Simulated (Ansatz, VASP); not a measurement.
**Pt: VASP beside Ansatz**

```xyz
2
Lattice="2.7585 0.0000 0.0000 -1.3793 2.3890 0.0000 0.0000 0.0000 4.9607" Properties=species:S:1:pos:R:3 pbc="T T T"
Pt    1.3793    0.7963    3.7205
Pt    0.0000    1.5926    1.2402
```

Alike in both runs: task single point; functional PBE; k mesh 18 × 18 × 10; occupations gaussian, width 0.15 eV; no spin polarisation.

|  | VASP | Ansatz |
| --- | --- | --- |
| version | VASP 6.6.1 | Ansatz 0.2.0 |
| potentials or method | VASP PAW PBE potentials, release 64 (Pt) | scalar-relativistic, plane waves, PAW |
| plane-wave cutoff (eV) | 520 | 420 |
| valence electrons in the cell | 20 | 36 |

```tsv
	VASP	Ansatz	Ansatz less VASP
gap on the k mesh at the Fermi level (eV)	none	none	-
pressure (GPa)	-7.4	-6.9	+0.46
largest component of the traceless stress (GPa)	3.72	3.65	-0.068
```

A gap of «none» marks a metal or a gap that the smearing closes. The two sets of potentials don't hold the same shells in valence.

Spin-orbit coupling is left out, which matters for the levels of Pt.
